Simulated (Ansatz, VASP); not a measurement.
## Cu in VASP and in Ansatz

The input INCAR:

```
  PREC = Accurate
  ENCUT = 520
  EDIFF = 1E-7
  ISMEAR = 0
  SIGMA = 0.15
  LREAL = False
  LASPH = True
  NELM = 60
  ALGO = Fast
  ISIF = 2
  LWAVE = False
  LCHARG = False
  GGA = PE
  NBANDS = 18
```

KPOINTS

```
regular mesh
0
Gamma
  18 18 14
```

POSCAR

```
Cu
1.0
    0.0000000000     -1.8075000000     -1.8075000000
    0.0000000000      1.8075000000     -1.8075000000
    3.6150000000      0.0000000000      0.0000000000
Cu
2
Direct
    0.5000000000      0.5000000000      0.5311203320
    0.0000000000      0.0000000000     -0.0311203320
```

Input for Ansatz:

```yaml
crystal:
  lattice:
    - [0.0, -1.8075, -1.8075]
    - [0.0, 1.8075, -1.8075]
    - [3.615, 0.0, 0.0]
  atoms:
    - { symbol: Cu, position: [0.5, 0.5, 0.531120332] }
    - { symbol: Cu, position: [0.0, 0.0, -0.031120332] }
basis:
  ecutwfc: 420
kpoints:
  mp_grid: { grid: [18, 18, 14] }
hamiltonian:
  xc: pbe
scf:
  occupations: { method: gaussian, width: 0.15 }
output:
  forces: true
  stress: true
  eigenvalues: true
```

Change from the starting cell: mode 6 (244.6 1/cm) frozen in, largest displacement +0.113 Å.

Alike in both runs: task single point; functional PBE; k mesh 18 × 18 × 14; occupations gaussian, width 0.15 eV; no spin polarisation.

```csv
,VASP,Ansatz
version,VASP 6.6.1,Ansatz 0.2.0
potentials or method,"VASP PAW PBE potentials, release 64 (Cu)","scalar-relativistic, plane waves, PAW"
plane-wave cutoff (eV),520,420
valence electrons in the cell,22,38
```

Ansatz gave:

```
gap on the k mesh at the Fermi level (eV)       : none
pressure (GPa)                                  : 6.6
largest component of the traceless stress (GPa) : 0.62
rms of the force components (eV/Å)              : 0.944
```

Problem. Which values does VASP return?

Solution. gap on the k mesh at the Fermi level (eV): none; pressure (GPa): 7.0; largest component of the traceless stress (GPa): 0.61; rms of the force components (eV/Å): 0.947.

Atom by atom the forces differ by 0.003 eV/Å (rms over components). A gap of «none» marks a metal or a gap that the smearing closes. The two sets of potentials don't hold the same shells in valence.

Caveats: forces of over 1 eV/Å show positions far from the minimum, so gaps and moduli don't describe the material at rest.
